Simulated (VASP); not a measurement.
**AlCo: relaxation of the atoms with PBE+D3(BJ)**

The system is AlCo.

```xyz
2
Lattice="2.8736 0.0000 0.0000 0.0000 2.8736 0.0000 0.0000 0.0000 2.8736" Properties=species:S:1:pos:R:3 pbc="T T T"
Al    0.0000    0.0000    0.0000
Co    1.4368    1.4368    1.4368
```

The cell is a database's computed one.

The cell isn't the ideal one: a relaxed cell with its volume scaled by 1.06.

```json
{
  "Program": "VASP 6.6.1",
  "Task": "relaxation of the atoms",
  "Functional": "PBE",
  "Dispersion": "D3(BJ)",
  "Potentials or basis": "VASP PAW PBE potentials, release 64 (Al, Co)",
  "Cutoff": "600 eV",
  "k mesh": "14 × 14 × 14",
  "Occupations": "methfessel-paxton, width 0.1 eV",
  "Spin": "no spin polarisation",
  "Further INCAR settings": "ALGO = Normal; EDIFF = 1e-07; IBRION = 2; EDIFFG = -0.01; NSW = 40"
}
```

| Property | Result |
| --- | --- |
| Pressure after relaxing | -10.0 GPa |
| Band gap on the k mesh | none (metal or under the smearing width) |
| Dispersion energy per atom | -0.423 eV |

Final structure:
```yaml
crystal:
  lattice:
    - [2.87364, 0.00000, 0.00000]
    - [0.00000, 2.87364, 0.00000]
    - [0.00000, 0.00000, 2.87364]
  atoms:
    - { symbol: Al, position: [0.00000, 0.00000, 0.00000] }
    - { symbol: Co, position: [0.50000, 0.50000, 0.50000] }
```

Levels at points of the mesh, in eV from the Fermi level:
| k point | band 4 | band 5 | band 6 | band 7 | band 8 | band 9 |
| --- | --- | --- | --- | --- | --- | --- |
| (0.00, 0.00, 0.00) | -0.85 | -0.85 | -0.85 | 5.81 | 5.81 | 5.81 |
| (0.50, 0.00, 0.00) | -1.69 | -1.69 | -0.74 | 0.13 | 8.33 | 10.44 |
| (0.50, 0.50, 0.00) | -2.66 | -1.49 | -1.49 | -0.27 | 2.32 | 3.27 |
| (0.50, 0.50, 0.50) | -0.23 | -0.23 | 2.35 | 2.35 | 2.35 | 3.85 |

It took 14 s on 1 thread of Intel(R) Xeon(R) Platinum 8375C CPU @ 2.90GHz (Ice Lake), with other jobs on the host, peak memory 0.18 GiB.

Caveat: the relaxation stopped at its first step, so nothing moved; pairwise dispersion overbinds metals, which lowers pressure and volume. Spin polarisation is off, so any magnetic state and its effect on volume and gap are missing.
